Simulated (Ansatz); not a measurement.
# RbCl (rocksalt type): a single-point run

The task is a single-point run on RbCl (rocksalt type). The structure is shown as the input types it.

Computed with Ansatz 0.2.0 (DFT, PBE, all-electron LAPW, scalar-relativistic, unless a step's input says otherwise).

### Step 1. Starting point

The structure is cubic, space group Fm-3m (No. 225). Conventional cell: a = 6.753 Å, b = 6.753 Å, c = 6.753 Å, α = 90.00°, β = 90.00°, γ = 90.00°. Around Rb (site symmetry m-3m) lie 6 Cl at 3.38 Å. Cl (site symmetry m-3m) is surrounded by 6 Rb at 3.38 Å.

Coordinates:

```
CELL_PARAMETERS angstrom
0.00000 3.37664 3.37664
3.37664 0.00000 3.37664
3.37664 3.37664 0.00000
ATOMIC_POSITIONS crystal
Rb 0.00000 0.00000 0.00000
Cl 0.50000 0.50000 0.50000
```

### Step 2. Input and run

File input.yaml:

```yaml
crystal:
  lattice:
    - [0.0, 3.3766404364, 3.3766404364]
    - [3.3766404364, 0.0, 3.3766404364]
    - [3.3766404364, 3.3766404364, 0.0]
  atoms:
    - { symbol: Rb, position: [0.0, 0.0, 0.0] }
    - { symbol: Cl, position: [0.5, 0.5, 0.5] }
kpoints:
  mp_grid: { grid: [10, 10, 10] }
scf:
  occupations: { method: gaussian, width: 2.0 }
  max_iter: 75
hamiltonian:
  xc: pbe
  pseudopotentials: { kind: all_electron, lapw: { basis_error: 0.001 } }
output:
  forces: true
  stress: true
  eigenvalues: true
```

Run with:

```
> ansatz run input.yaml --threads 1 --pin off --max-ram 2048MiB --backend cpu --events-out ev --progress --plain --runs-dir out
```

**Question.** How will this run end, and is anything wrong with its input?

The program finished normally. Convergence says nothing about whether the input makes sense.

Look at the input: scf.occupations.method is gaussian; scf.occupations.width is 2.0. A smearing of this width stands for electrons at many thousands of kelvin; it empties bonding states and fills antibonding ones.

Run again and compare: set scf.occupations.method to fermi_dirac and scf.occupations.width to 0.05.
